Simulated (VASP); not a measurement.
# AlN (P4_2/mnm) in VASP: further runs, part 2 of 2

VASP 6.6.1. The steps go on from the part before.

### 4 Single point, PBE

This run uses another cell than the first one, of 9.70 Å³/atom, 0.876 times its volume.

INCAR

```
SYSTEM = AlN
PREC     = Accurate       ! precision mode
ENCUT    = 520            ! plane-wave cutoff, eV
EDIFF    = 1E-6           ! SCF threshold, eV
ISMEAR   = 0              ! smearing method
SIGMA    = 0.1            ! smearing width, eV
LREAL    = .FALSE.        ! projectors in reciprocal space
LASPH    = .TRUE.         ! aspherical terms in the spheres
NELM     = 100            ! most SCF steps
ALGO     = Fast           ! electronic algorithm
ISIF     = 2              ! what is computed and relaxed
LWAVE    = .FALSE.        ! write WAVECAR
LCHARG   = .FALSE.        ! write CHGCAR
GGA      = PE             ! functional
NBANDS   = 26             ! bands
```

KPOINTS

```
regular mesh
0
G
  4 4 6
  0 0 0
```

POSCAR

```
AlN
1.0
    5.0571006600      0.0000000000      0.0000000000
    0.0000000000      5.0571006600      0.0000000000
    0.0000000000      0.0000000000      3.0351568300
Al N
4 4
Direct
    0.6804985700      0.6804985700      0.0000000000
    0.1804985700      0.8195014300      0.5000000000
    0.8195014300      0.1804985700      0.5000000000
    0.3195014300      0.3195014300      0.0000000000
    0.8195014300      0.8195014300      0.5000000000
    0.1804985700      0.1804985700      0.5000000000
    0.6804985700      0.3195014300      0.0000000000
    0.3195014300      0.6804985700      0.0000000000
```

Potentials or basis: VASP PAW PBE potentials, release 64 (Al, N).

Run with:

```console
$ cat potpaw_PBE.64/Al/POTCAR potpaw_PBE.64/N/POTCAR > POTCAR
$ mpirun -np 1 vasp_std > vasp.out
```

OUTCAR:

```text
SYSTEM = AlN
   PREC = Accurate
   ENCUT = 520
   EDIFF = 1E-6
   ISMEAR = 0
   LREAL = .FALSE.
   LASPH = .TRUE.
   NELM = 100
   ISIF = 2
   GGA = PE

 ion  position               nearest neighbor table
   1  0.680  0.680  0.000-   5 1.81   5 1.81   8 1.83   7 1.83   4 2.58   3 3.03   2 3.03   3 3.03
                             2 3.03   3 3.03   3 3.03   2 3.03   2 3.03
   2  0.180  0.820  0.500-   8 1.81   8 1.81   5 1.83   6 1.83   3 2.58   1 3.03   1 3.03   4 3.03
                             4 3.03   4 3.03   4 3.03   1 3.03   1 3.03
   3  0.820  0.180  0.500-   7 1.81   7 1.81   5 1.83   6 1.83   2 2.58   1 3.03   1 3.03   4 3.03
                             4 3.03   1 3.03   1 3.03   4 3.03   4 3.03
   4  0.320  0.320  0.000-   6 1.81   6 1.81   8 1.83   7 1.83   1 2.58   2 3.03   2 3.03   3 3.03
                             3 3.03   2 3.03   2 3.03   3 3.03   3 3.03
   5  0.820  0.820  0.500-   1 1.81   1 1.81   3 1.83   2 1.83
   6  0.180  0.180  0.500-   4 1.81   4 1.81   2 1.83   3 1.83
   7  0.680  0.320  0.000-   3 1.81   3 1.81   4 1.83   1 1.83
   8  0.320  0.680  0.000-   2 1.81   2 1.81   4 1.83   1 1.83

  LATTYP: Found a simple tetragonal cell.
 ALAT       =     5.0571006600
 C/A-ratio  =     0.6001772624

  Lattice vectors:
[... 204 lines left out ...]
      1      -8.9936      2.00000
      2      -6.5359      2.00000
      3      -6.5359      2.00000
      4      -6.3779      2.00000
      5       0.7292      2.00000
      6       1.3457      2.00000
[... 685 lines left out ...]
     25      18.9715      0.00000
     26      19.0722      0.00000

------------------------ aborting loop because EDIFF is reached ----------------------------------------

  FORCE on cell =-STRESS in cart. coord.  units (eV):
  Direction    XX          YY          ZZ          XY          YZ          ZX
  --------------------------------------------------------------------------------------
  -------------------------------------------------------------------------------------
  Total       16.7281382     16.7281382     12.1804370      0.0000000      0.0000000      0.0000000
  in kB      345.2819351    345.2819351    251.4138046      0.0000000      0.0000000      0.0000000
  external PRESSURE =     313.9925583 kB  Pullay stress =       0.0000000 kB

 VOLUME and BASIS-vectors are now :
 -----------------------------------------------------------------------------
  energy-cutoff  :      520.00
  volume of cell :       77.62
      direct lattice vectors                 reciprocal lattice vectors
     5.057100660  0.000000000  0.000000000     0.197741763  0.000000000  0.000000000
     0.000000000  5.057100660  0.000000000     0.000000000  0.197741763  0.000000000
     0.000000000  0.000000000  3.035156830     0.000000000  0.000000000  0.329472267

 POSITION                                       TOTAL-FORCE (eV/Angst)
 -----------------------------------------------------------------------------------
      3.44135      3.44135      0.00000         0.289656      0.289656     -0.000000
      0.91280      4.14430      1.51758         0.289656     -0.289656      0.000000
      4.14430      0.91280      1.51758        -0.289656      0.289656     -0.000000
      1.61575      1.61575      0.00000        -0.289656     -0.289656      0.000000
      4.14430      4.14430      1.51758        -0.967433     -0.967433     -0.000000
      0.91280      0.91280      1.51758         0.967433      0.967433     -0.000000
      3.44135      1.61575      0.00000         0.967433     -0.967433     -0.000000
      1.61575      3.44135      0.00000        -0.967433      0.967433     -0.000000
 -----------------------------------------------------------------------------------
    total drift:                                0.000000      0.000000      0.000000

  FREE ENERGIE OF THE ION-ELECTRON SYSTEM (eV)
  ---------------------------------------------------
  free  energy   TOTEN  =       -58.2541677772 eV

  energy  without entropy=      -58.2541677772  energy(sigma->0) =      -58.25416778
```

Run time: 29 s. Hardware: 1 thread of Intel Xeon Platinum 8488C (Sapphire Rapids), shared host; peak memory 0.2 GiB.

What came out:

```
Free energy            : -58.2542 eV
Pressure               : 31.4 GPa
Largest force          : 1.368 eV/Å
Band gap on the k mesh : 4.51 eV, direct
```

Forces in eV/Å, atoms in the order of the input:
```
Al   0.290  0.290  0.000
Al   0.290 -0.290  0.000
Al  -0.290  0.290  0.000
Al  -0.290 -0.290  0.000
N   -0.967 -0.967  0.000
N    0.967  0.967  0.000
N    0.967 -0.967  0.000
N   -0.967  0.967  0.000
```

Stress tensor (GPa, compression positive):
```
34.53  0.00  0.00
 0.00 34.53  0.00
 0.00  0.00 25.14
```

Levels at points of the mesh, in eV from the valence-band top:
```csv
k point,band 14,band 15,band 16,band 17,band 18,band 19
"(0.00, 0.00, 0.00)",-0.15,0.00,0.00,4.51,6.14,7.26
"(0.50, 0.00, 0.00)",-0.74,-0.70,-0.70,6.31,6.31,7.02
"(0.50, 0.50, 0.00)",-1.10,-0.89,-0.89,6.51,6.51,6.71
"(0.00, 0.00, 0.50)",-1.95,-1.39,-1.39,6.35,6.35,7.99
"(0.50, 0.00, 0.50)",-1.58,-0.50,-0.50,6.64,6.64,7.20
"(0.50, 0.50, 0.50)",-1.32,-1.12,-1.12,5.45,5.45,6.67
```

Caveat: a pressure of tens of GPa on the cell as given is suspect, and the run, the potentials or the cell itself is likely at fault; forces of over 1 eV/Å show positions far from the minimum, so gaps and moduli don't describe the material at rest.

### 5 Overview

| task | cell | k mesh | cutoff (eV) | smearing | gap on the mesh (eV) | pressure (GPa) |
| --- | --- | --- | --- | --- | --- | --- |
| single point | P4_2/mnm, 11.08 Å³/atom | 4 × 4 × 8 | 520 | gaussian 0.02 eV | 3.75 | -0.2 |
| relaxation of cell and atoms | relaxed | 4 × 4 × 8 | 600 | gaussian 0.02 eV | 3.76 | 0.0 |
| single point | P4_2/mnm, 9.7 Å³/atom | 4 × 4 × 6 | 520 | gaussian 0.1 eV | 4.51 | 31.4 |

Alike in all rows: level PBE; potentials or basis VASP PAW PBE potentials, release 64 (Al, N); no spin polarisation.

Caveats: a pressure of tens of GPa on the cell as given is suspect, and the run, the potentials or the cell itself is likely at fault (some runs); forces of over 1 eV/Å show positions far from the minimum, so gaps and moduli don't describe the material at rest (some runs).

Absolute energies hang on the potentials; compare differences alone.
